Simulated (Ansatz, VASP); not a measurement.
## Two plane-wave programs on AlN

```
Al N
1.0
     3.22268    0.00000    0.00000
    -1.61134    2.79092    0.00000
     0.00000    0.00000    4.07283
Al N
2 2
Direct
  0.33333 0.66667 0.75000
  0.66667 0.33333 0.25000
  0.33333 0.66667 0.25000
  0.66667 0.33333 0.75000
```

Alike in both runs: task single point; functional PBE; k mesh 9 × 9 × 6; occupations gaussian, width 0.05 eV; no spin polarisation.

|  | VASP | Ansatz |
| --- | --- | --- |
| version | VASP 6.6.1 | Ansatz 0.2.0 |
| potentials or method | VASP PAW PBE potentials, release 64 (Al, N) | scalar-relativistic, plane waves, PAW |
| plane-wave cutoff (eV) | 520 | 520 |
| valence electrons in the cell | 16 | 16 |

```tsv
	VASP	Ansatz	Ansatz less VASP
gap on the k mesh at the Fermi level (eV)	3.89	3.88	-0.013
least direct gap on the mesh (eV)	3.89	3.88	-0.013
pressure (GPa)	20.1	20.3	+0.16
largest component of the traceless stress (GPa)	2.59	2.72	+0.138
```

With one functional, cell and mesh, what is left measures potentials, basis and numerics.

Caveats: so large a pressure means that the cell lies far from this level's equilibrium, or that cutoff or potentials fall short (VASP); an odd mesh through Γ misses points on the zone boundary, where band edges often lie.
